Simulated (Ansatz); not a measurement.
# Grüneisen parameters and expansion of BeS (F-43m), part 2 of 4

Aim: how the vibrations of BeS shift with volume, and the expansion that follows.

What experiment has found for this phase:
- heat capacity C_P per formula unit 34.2 J/mol/K and bulk modulus 105 GPa near room temperature (given in “High-Throughput Prediction of Finite-Temperature Properties using the Quasi-Harmonic Approximation”, 2016, arXiv:1603.06924)

Ansatz 0.2.0; DFT PBE, scalar-relativistic, plane waves, PAW.

So far. Step 2 (Probe on a coarse mesh): The start is under 1.6 GPa at this level and looks like an insulator or semiconductor on this mesh. Step 4 (Relaxing to small residual forces and stress): The residual pressure is 0.0070 GPa, small enough for phonons.

The database entry behind the starting cell differs from later determinations by our own check (0.1 to 0.3 % short, probably kX units), so it need not match the best structure at ambient conditions.

## Step 5: Lattice dynamics at this volume, V/V0 1

The same q-mesh and k-mesh are kept at every volume, so that much of their error can cancel in the differences.

File input.yaml:

```yaml
crystal:
  lattice:
    - [0.0, 2.4380063198, 2.4380063198]
    - [2.4380063198, 0.0, 2.4380063198]
    - [2.4380063198, 2.4380063198, 0.0]
  atoms:
    - { symbol: Be, position: [0.0, 0.0, 0.0] }
    - { symbol: S, position: [0.25, 0.25, 0.25] }
kpoints:
  mp_grid: { grid: [8, 8, 8] }
hamiltonian:
  xc: pbe
scf:
  occupations: { method: fixed }
output:
  eigenvalues: true
phonons:
  method: dfpt
  dielectric: true
  rigid_motions: translations
  qmesh: [4, 4, 4]
  temperatures: { t_max: 1000, t_step: 50 }
  qpath:
    path:
      - [[0.0, 0.0, 0.0], [-0.5, -0.5, 0.0], [-0.375, -0.375, 0.25]]
      - [[-0.375, 0.0, 0.375], [0.0, 0.0, 0.0], [0.0, 0.0, 0.5], [-0.5, -0.25, 0.25], [-0.5, -0.5, 0.0]]
    npoints: 10
```

Started as:

```bash
$ ansatz run input.yaml --threads 2 --pin off --max-ram 5120MiB --backend cpu --events-out ev --progress --plain --runs-dir out
```

Numbers of over 12 decimals in the logs are rounded to 6 here.

Output:

```text
Warning: phonons: the dynamical matrix that this run interpolates holds no multipole term above the dipole-dipole one, and a site of this crystal is no centre of inversion, so its interpolated transverse optical and acoustic branches and sound speeds can stay off near Gamma, and the density of states and the thermodynamics with them. What a run solves at a wave vector of phonons.qpoints, Gamma apart, where the deck admits one, is free of this, and under fd what a larger phonons.supercell samples
[...]
Crystal: 2 atoms, lattice volume = 28.982 Å³
Basis set: ecut = 420 eV, 537 PW (Γ), exchange–correlation on 48×48×48 points (8 copies of the dense FFT grid, shifted against one another)
Bands: 8, of which v1, the nominal top of the filled ones, is band 4 counted from 1 (3 counted from 0)
Symmetry: 24 space group operations
k-points: 95 of 512 (irreducible under 4 space group operations, time reversal used)
[...]
SCF iter   1: F=—  HF=-996.965832 eV  |F-HF|=—  |Δ(HF+E_count)|=         —  Δρ=6.80e-4  dr2=1.18e-4  ethr=1.77e-3  ⟨swp⟩=4.7  Hψ=5488  notcnv=0  defer=149
[...]
SCF iter   7: F=-996.965461 eV  HF=-996.965461 eV  |F-HF|=2.97e-11  |Δ(HF+E_count)|=  8.69e-10  Δρ=3.36e-7  dr2=4.28e-11  ethr=1.25e-12  ⟨swp⟩=6.8  Hψ=5157  notcnv=0
SCF 1 converged in 7 iterations: F = -996.965461 eV  dr2 = 4.28e-11
[...]
DFPT response loops at Γ: preconditioner auto → none (the input reference at scf.mixing.eps_inf says where Resta's filter doesn't serve); β = 0.50; Broyden in place of MSR1
── the response to a field inside a basis, on 8×8×8 k-points: an SCF that follows is theirs, and a resumed run solves both again ──
Bands: 5, of which v1, the nominal top of the filled ones, is band 4 counted from 1 (3 counted from 0)
k-points: 60 of 512 (irreducible under 6 space group operations, time reversal used)
[...]
Eigensolver: Dense (60 Hₖ)
SCF iter   1: F=—  HF=-996.965178 eV  |F-HF|=—  |Δ(HF+E_count)|=         —  Δρ=5.63e-5  dr2=1.91e-7  ethr=1.00e-1
[...]
SCF iter   2: F=-996.965179 eV  HF=-996.965178 eV  |F-HF|=2.24e-7  |Δ(HF+E_count)|=   6.24e-7  Δρ=2.91e-5  dr2=4.13e-8  ethr=2.39e-9
SCF 1 converged in 2 iterations: F = -996.965179 eV  dr2 = 4.13e-8
[...]
NSCF: frozen V_eff on 29 k-points
[...]
DFPT response loops at q = (0, 0, -0.5) (fractional): preconditioner auto → Resta (q_TF=auto, 2.201 Å⁻¹)  ε∞=4.4 (no band partly filled); β = 1.00, the filter's whole step (`scf.mixing.beta` (0.50) is not read by the response loops at its default; to damp them type it under 1.00, their step now; it binds the ground state too); Broyden in place of MSR1
[...]
SCF converged after 7 iterations
Free energy (F): -996.965461 eV
[...]
Internal energy: -996.965461 eV  (E = F + TS)
E sigma→0 (E₀):  -996.965461 eV
Fermi energy:    5.156692 eV
[...]
--- Band table (eV; the first three rows and the last of 95) ---
[...]
--- Phonons (Γ-DFPT): 2 representative perturbations + reference, on 95 of 512 k-points (Σ response iterations 6) ---
  k mesh reduced under 4 symmetry operations, with k and −k counted as one. Each operation leaves every solved perturbation unchanged. A smaller set is not considered because the run solves the response to a homogeneous field
  ASR residual: 2.269e-4 → 0.000e0 eV/Å²; symmetrization residual: 3.084e-7 eV/Å²
  ASR residual per site (eV/Å²): 7.44e-5 2.27e-4
  Γ frequencies (cm⁻¹): 0.00 0.00 0.00 557.81 557.81 557.81
  ε∞ (high-frequency dielectric tensor):
        5.245068     0.000000     0.000000
        0.000000     5.245068     0.000000
        0.000000     0.000000     5.245068
  ε⁰ (static dielectric tensor: ions relaxed, cell fixed):
        7.281666     0.000000     0.000000
        0.000000     7.281666     0.000000
        0.000000     0.000000     7.281666
  ε⁰ − ε∞ (ionic part):
        2.036598     0.000000     0.000000
        0.000000     2.036598     0.000000
        0.000000     0.000000     2.036598
  softest optical mode at Γ: 557.81 cm⁻¹; the repairs (sum rule, projections) moved no ω² at Γ by more than (1.52 cm⁻¹)²
  Born effective charges Z* (e; rows j = field, columns β = displacement):
    site 0:
         1.62039    0.00000    0.00000
        -0.00000    1.62039    0.00000
         0.00000    0.00000    1.62039
    site 1:
        -1.62039   -0.00000   -0.00000
         0.00000   -1.62039   -0.00000
        -0.00000   -0.00000   -1.62039
  Z* charge neutrality: 2.184e-4 e pre-enforcement
  solved inside a basis spanned on kpoints, on 8×8×8 k-points, its susceptibility summed on 12×12×12: ε∞ is read to err by 1.3e-2, Z* by 6.6e-3 e (field_mesh: kpoints solves on kpoints); Z* is corrected for what the basis lacks
  optical modes at Γ without the LO–TO term, one row a degenerate level:
      ω (cm⁻¹)  modes    IR ((D/Å)²/amu)
        557.81      3            25.8332
  optical modes at Γ + LO–TO along q̂ = [1.0000, 0.0000, 0.0000]:
      ω (cm⁻¹)  modes    IR ((D/Å)²/amu)
        557.81      2            17.2221
        657.25      1             8.6111
  optical modes at Γ + LO–TO along q̂ = [0.0000, 1.0000, 0.0000]:
      ω (cm⁻¹)  modes    IR ((D/Å)²/amu)
        557.81      2            17.2221
        657.25      1             8.6111
  optical modes at Γ + LO–TO along q̂ = [0.0000, 0.0000, 1.0000]:
      ω (cm⁻¹)  modes    IR ((D/Å)²/amu)
        557.81      2            17.2221
        657.25      1             8.6111
--- Phonons (arbitrary-q DFPT): 8 irreducible q on the 4×4×4 mesh ---
  q = [0.0000, 0.0000, 0.0000] (star 1, of the zone-centre solve; hermiticity 7.66e-8, symmetrization 2.65e-15): 0.00 0.00 0.00 557.81 557.81 557.81
  q = [0.0000, 0.0000, 0.2500] (star 8, 2 solved perturbations on 288 of 512 k-point pairs; hermiticity 5.96e-8, symmetrization 3.30e-9): 125.07 125.07 252.38 543.79 543.79 634.71
[...]
q = [0.0000, 0.2500, 0.2500] (star 6, 4 solved perturbations in 528 linear systems a pass and spin channel, the states on 164 of 512 k-point pairs; hermiticity 4.78e-8, symmetrization 9.04e-10): 173.33 173.33 255.73 524.32 524.32 653.69
[...]
sum rule: each row above includes the acoustic sum rule's correction from the zone centre's row sums; it moved no ω² by more than (1.50 cm⁻¹)²
  mesh force constants: q→R imaginary residual 1.16e-18; ASR residual 2.269e-4 → 0.000e0 eV/Å²; symmetrization residual 7.105e-15 eV/Å²
  interpolated dispersion: 63 rows × 6 modes
  density of states and harmonic sums: on the 24×24×24 q-mesh, interpolated from the force constants of a 4×4×4 supercell (with the dipole–dipole term)
  largest difference from the sums on the solved wave vectors: F 8.85e-3 eV, S 1.29e-5 and C_V 3.99e-6 eV/K
  zero-point energy: 0.148105 eV/cell   skipped modes (ω ≤ 0): 3   left out of the sums: 3.62e-5 of the cell's modes: C_V's classical limit lies that fraction below 3 k_B per atom; for a crystal, a wire or a layer, F and S can be off by more, and a phonons.interpolated_qmesh denser along its periods is the remedy for the sampling
```

Wall time 43 s (2 threads of Arm Neoverse V2, shared host); peak memory 0.58 GiB.

Numbers from this step:

```yaml
gamma_frequencies: 0, 0, 0, 557.8, 557.8, 557.8 cm⁻¹ (negative: imaginary)
lowest_frequency_on_the_path: 0 cm⁻¹
zero_point_energy: 0.1481 eV/cell
point_group: -43m
highest_frequency: 657.2 cm⁻¹
debye_temperature_from_the_second_moment: 801 K
```

LO-TO term included. Phonon branches along the path, in cm⁻¹:

```csv
point,branch 1,branch 2,branch 3,branch 4,branch 5,branch 6
Γ,0,0,0,558,558,657
halfway,173,173,256,524,524,654
X,234,234,368,499,499,650
halfway,232,256,360,502,502,634
U,223,294,340,508,508,602
jump to K,223,294,340,508,508,602
halfway,147,202,265,539,543,615
Γ,0,0,0,558,558,657
halfway,125,125,252,544,544,635
L,166,166,368,537,537,604
halfway,208,250,349,516,535,581
W,272,282,328,508,531,568
halfway,253,253,352,504,507,618
X,234,234,368,499,499,650
```

The phonon branches as a text plot (rows in cm⁻¹):

```
    644 |***************         ************                  **
    616 |               **      *            *****           **
    589 |                 ******                  ******    *
    561 |***                      **********            ****
    534 |   ****             *****          ****************
    507 |       *************                         ***********
    479 |
    452 |
    424 |
    397 |
    370 |           ****                        *****         ***
    342 |         **    ****                   *     ****  ***
    315 |        *         ****               *          **
    288 |       *        ** *  *             *          ****
    260 |      *       **    ** *           *         ** ******
    233 |         *********    * *                   * **      **
    205 |    ** **         **   *          *        ***
    178 |   *  *             *** ***            *****
    151 |    **                 *         *  ***
    123 |  **                    ****    *  *
     96 |                         ***      *
     68 | **                        **  ***
     41 | *                          *  *
     14 |*                            **
         Γ           X  U|K            Γ         L        W     X
```

Tetrahedra on 24 24 24, mean over bins of 10 cm⁻¹. Table of phonon density of states by wavenumber; read off at these points:

wavenumber (cm⁻¹), phonon density of states (1/cm⁻¹/cell) and a bar:
```
        5     0.0000 
       35     0.0002 
       65     0.0007 
       95     0.0017 #
      125     0.0034 ##
      155     0.0072 ####
      195     0.0150 ########
      225     0.0188 ##########
      235     0.0189 ##########
      255     0.0128 ######
      285     0.0114 ######
      315     0.0065 ###
      335     0.0246 ############
      345     0.0150 ########
      375     0.0000 
      405     0.0000 
      435     0.0000 
      465     0.0000 
      505     0.0379 ###################
      535     0.0592 ##############################
      565     0.0001 
      585     0.0185 #########
      595     0.0169 #########
      625     0.0104 #####
      655     0.0033 ##
```

Harmonic. Thermo, by row:

```csv
T (K),F_vib (meV/atom),S (J/mol-atom/K),C_V (J/mol-atom/K)
0,74.05,0,0
50,74.01,0.355,1.161
100,73.36,2.433,5.5
150,71.32,5.506,9.868
200,67.6,8.865,13.51
250,62.14,12.19,16.25
300,55,15.34,18.24
350,46.28,18.26,19.67
400,36.11,20.96,20.71
450,24.6,23.45,21.48
500,11.84,25.74,22.07
550,-2.06,27.87,22.53
600,-17.02,29.84,22.89
650,-32.96,31.69,23.17
700,-49.84,33.41,23.4
750,-67.58,35.03,23.59
800,-86.13,36.56,23.75
850,-105.5,38.01,23.88
900,-125.5,39.37,23.99
950,-146.2,40.67,24.08
1000,-167.7,41.91,24.16
```

Phonopy on the run's constants, 21x21x21 mesh, Gaussian sigma 5.0 cm⁻¹. Modes against wavenumber; read off at these points; values in 1/cm⁻¹/cell:

```csv
wavenumber (cm⁻¹),Be,S
0.0,7.2e-6,2.0e-5
20.0,1.7e-5,4.4e-5
40.0,4.6e-5,1.6e-4
60.0,1.5e-4,5.4e-4
80.0,3.0e-4,0.00109
100.0,4.5e-4,0.00167
120.0,6.5e-4,0.00245
140.0,0.00102,0.00391
160.0,0.00186,0.00732
180.0,0.00275,0.0111
200.0,0.00309,0.0129
220.0,0.00341,0.0147
226.6,0.00369,0.016
240.0,0.00305,0.0136
260.0,0.00209,0.0100
280.0,0.00185,0.00912
300.0,8.3e-4,0.00549
320.0,6.4e-4,0.00850
336.2,9.1e-4,0.0209
340.0,8.1e-4,0.0188
360.0,1.3e-4,0.00618
380.0,0,2.0e-5
400.0,0,0
420.0,0,0
440.0,0,0
460.0,0,0
480.0,0,0
500.0,0.0132,0.00345
520.0,0.0305,0.00695
533.4,0.0428,0.00967
540.0,0.0338,0.00806
560.0,0.00154,3.9e-4
580.0,0.0116,5.1e-4
590.3,0.0170,8.2e-4
600.0,0.0146,8.0e-4
620.0,0.00994,9.3e-4
640.0,0.00836,0.00106
660.0,0.00110,2.3e-4
680.0,0,0
```

Born charge (rows field, columns displacement) (e), principal values of the symmetric part by kind of site:

```csv
atom,atoms with these values,low,middle,high,mean
Be1,1,1.62,1.62,1.62,1.62
S2,1,-1.62,-1.62,-1.62,-1.62
```

In full for Be1:

```
1.62 0.00 0.00
0.00 1.62 0.00
0.00 0.00 1.62
```

ε∞:

```
5.25 0.00 0.00
0.00 5.25 0.00
0.00 0.00 5.25
```

No LO-TO term. The modes at Γ (shares of kinetic energy by element, %):

```csv
mode,frequency (cm⁻¹),symmetry,Be %,S %
1,0.0,T2,22,78
2,0.0,T2,22,78
3,0.0,T2,22,78
4,557.8,T2,78,22
5,557.8,T2,78,22
6,557.8,T2,78,22
```

Displacements in mode 5 (557.8 cm⁻¹), the largest set to 1:
```
Be1  0.00  1.00  0.43
S2   0.00 -0.28 -0.12
```

No mode is imaginary beyond numerical noise at the solved wavevectors.

## Step 6: Single point at a scaled cell, V/V0 1.015

Symmetry fixes every atom, so a single point at the scaled cell gives the energy and pressure of this member.

The cell differs from the one that the last finished run ended in (a 3.448 → 3.465 Å, b 3.448 → 3.465 Å, c 3.448 → 3.465 Å).

input.yaml, the sections that differ from step 5:

```yaml
crystal:
  lattice:
    - [0.0, 2.4501359042, 2.4501359042]
    - [2.4501359042, 0.0, 2.4501359042]
    - [2.4501359042, 2.4501359042, 0.0]
  atoms:
    - { symbol: Be, position: [0.0, 0.0, 0.0] }
    - { symbol: S, position: [0.25, 0.25, 0.25] }
output:
  forces: true
  stress: true
  eigenvalues: true
# kpoints, hamiltonian, scf: as in step 5
# phonons: removed
```

Output:

```text
[...]
Crystal: 2 atoms, lattice volume = 29.417 Å³
Basis set: ecut = 420 eV, 561 PW (Γ), exchange–correlation on 48×48×48 points (8 copies of the dense FFT grid, shifted against one another)
Bands: 8, of which v1, the nominal top of the filled ones, is band 4 counted from 1 (3 counted from 0)
Symmetry: 24 space group operations
[...]
k-points: 29 of 512 (time reversal used)
[...]
SCF iter   1: F=—  HF=-996.963943 eV  |F-HF|=—  |Δ(HF+E_count)|=         —  Δρ=6.23e-4  dr2=9.18e-5  ethr=1.77e-3  ⟨swp⟩=4.7  Hψ=1675  notcnv=0  defer=43
[...]
SCF iter   6: F=-996.963634 eV  HF=-996.963634 eV  |F-HF|=1.00e-9  |Δ(HF+E_count)|=   5.78e-9  Δρ=2.06e-6  dr2=1.55e-9  ethr=1.06e-9  ⟨swp⟩=5.6  Hψ=1430  notcnv=0
SCF 1 converged in 6 iterations: F = -996.963634 eV  dr2 = 1.55e-9
[...]
SCF converged after 6 iterations
Free energy (F): -996.963634 eV
[...]
Internal energy: -996.963634 eV  (E = F + TS)
E sigma→0 (E₀):  -996.963634 eV
Fermi energy:    4.989422 eV
[...]
--- Stress (GPa, compression-positive) ---
       -1.338667      -0.000000      -0.000000
       -0.000000      -1.338667       0.000000
       -0.000000       0.000000      -1.338667
  P = ⅓ Tr σ = -1.3387 GPa (-13.387 kbar)
--- Band table (eV; the first three rows and the last of 29) ---
[...]
```

It took 0.59 s on 2 threads; peak memory 0.25 GiB.

This step gave:

```yaml
pressure: -1.339 GPa
gap_on_the_k_mesh: 3.177 eV
volume_per_atom: 14.71 Å³
```

At this level the gap is 3.18 eV on the k-mesh of the self-consistent run, which can miss the band edges.

## Step 7: Phonons, V/V0 1.015

Phonons at this volume give one point of F(V, T); meshes stay fixed along the series.

input.yaml, the sections that differ from step 6:

```yaml
output:
  eigenvalues: true
phonons:
  method: dfpt
  dielectric: true
  rigid_motions: translations
  qmesh: [4, 4, 4]
  temperatures: { t_max: 1000, t_step: 50 }
  qpath:
    path:
      - [[0.0, 0.0, 0.0], [-0.5, -0.5, 0.0], [-0.375, -0.375, 0.25]]
      - [[-0.375, 0.0, 0.375], [0.0, 0.0, 0.0], [0.0, 0.0, 0.5], [-0.5, -0.25, 0.25], [-0.5, -0.5, 0.0]]
    npoints: 10
# crystal, kpoints, hamiltonian, scf: as in step 6
```

Output:

```text
[...]
Crystal: 2 atoms, lattice volume = 29.417 Å³
Basis set: ecut = 420 eV, 561 PW (Γ), exchange–correlation on 48×48×48 points (8 copies of the dense FFT grid, shifted against one another)
Bands: 8, of which v1, the nominal top of the filled ones, is band 4 counted from 1 (3 counted from 0)
Symmetry: 24 space group operations
k-points: 95 of 512 (irreducible under 4 space group operations, time reversal used)
[...]
optical modes at Γ + LO–TO along q̂ = [0.0000, 1.0000, 0.0000]:
      ω (cm⁻¹)  modes    IR ((D/Å)²/amu)
        545.66      2            17.5874
        647.96      1             8.7937
  optical modes at Γ + LO–TO along q̂ = [0.0000, 0.0000, 1.0000]:
      ω (cm⁻¹)  modes    IR ((D/Å)²/amu)
        545.66      2            17.5874
        647.96      1             8.7937
--- Phonons (arbitrary-q DFPT): 8 irreducible q on the 4×4×4 mesh ---
[...]
interpolated dispersion: 63 rows × 6 modes
[...]
[key lines of the parts left out:]
SCF converged after 7 iterations
Free energy (F): -996.963634 eV
Fermi energy:    4.989441 eV
```

It took 45 s on 2 threads; peak memory 0.58 GiB.

LO-TO term included. Phonon branches along the path, in cm⁻¹:

```csv
point,branch 1,branch 2,branch 3,branch 4,branch 5,branch 6
Γ,0,0,0,546,546,648
halfway,172,172,252,511,511,644
X,235,235,362,485,485,641
halfway,232,256,354,487,488,625
U,224,294,334,493,494,592
jump to K,224,294,334,493,494,592
halfway,146,200,261,526,530,605
Γ,0,0,0,546,546,648
halfway,125,125,248,531,531,625
L,166,166,362,524,524,594
halfway,207,248,344,502,521,572
W,272,282,322,493,516,558
halfway,253,253,347,489,492,609
X,235,235,362,485,485,641
```

The phonon branches as a text plot (rows in cm⁻¹):

```
    634 |***************          ***********                  **
    608 |               **      **           *****           **
    580 |                 ******                  ******    *
    554 |**                         ******              ****
    526 |  ****              ********     ******************
    500 |      *****   ********                      **********
    472 |           ***                                        **
    446 |
    418 |
    392 |
    364 |           ****                        *****         ***
    338 |         **    ****                   *     ****  ***
    310 |        *         ****               *          **
    284 |       *       *** *  *             *          ****
    256 |      *       *     ** *           *         ** *  ***
    230 |         *********    * *                   * **      **
    202 |    ** **         **   *          *        ***
    176 |   *  *             *** ***            *****
    148 |    **                 *         *  ***
    122 |  **                    ****    *  *
     94 |                         ***      *
     68 | **                        **  ***
     40 | *                          *  *
     14 |*                            **
         Γ           X  U|K            Γ         L        W     X
```

No mode is imaginary beyond numerical noise at the solved wavevectors. The highest zone-centre mode (no LO–TO term) moved by -2.2 % for a volume change of +1.5 %.

## Step 8: Single point at a scaled cell, V/V0 0.985

Symmetry fixes every atom, so a single point at the scaled cell gives the energy and pressure of this member.

input.yaml, the sections that differ from step 7:

```yaml
crystal:
  lattice:
    - [0.0, 2.425754825, 2.425754825]
    - [2.425754825, 0.0, 2.425754825]
    - [2.425754825, 2.425754825, 0.0]
  atoms:
    - { symbol: Be, position: [0.0, 0.0, 0.0] }
    - { symbol: S, position: [0.25, 0.25, 0.25] }
output:
  forces: true
  stress: true
  eigenvalues: true
# kpoints, hamiltonian, scf: as in step 7
# phonons: removed
```

Output:

```text
[...]
Crystal: 2 atoms, lattice volume = 28.548 Å³
Basis set: ecut = 420 eV, 537 PW (Γ), exchange–correlation on 48×48×48 points (8 copies of the dense FFT grid, shifted against one another)
Bands: 8, of which v1, the nominal top of the filled ones, is band 4 counted from 1 (3 counted from 0)
Symmetry: 24 space group operations
[...]
k-points: 29 of 512 (time reversal used)
[...]
Free energy (F): -996.963507 eV
[...]
Internal energy: -996.963507 eV  (E = F + TS)
E sigma→0 (E₀):  -996.963507 eV
Fermi energy:    5.329128 eV
[...]
--- Stress (GPa, compression-positive) ---
        1.453149       0.000000      -0.000000
       -0.000000       1.453149       0.000000
       -0.000000       0.000000       1.453149
  P = ⅓ Tr σ = 1.4531 GPa (14.531 kbar)
--- Band table (eV; the first three rows and the last of 29) ---
[...]
[key lines of the parts left out:]
SCF converged after 6 iterations
```

Elapsed: 0.6 s, on 2 threads; peak memory 0.25 GiB.

The run ends at a pressure of 1.45 GPa.

(Continued in part 3 of 4.)

[Logs are printed without paths, hosts, clocks, repeated set-up lines and the standing remarks that a program may print on its own settings, such as how far it seeks lower states.]

[Hosts, paths, dates, database ids (printed as entryN), source tags and the programs' standing remarks are cut or masked in the printed files.]

[A step with changed settings may run another functional than the one named; its input shows which.]

[Of the runs on displaced cells, only some may be shown.]
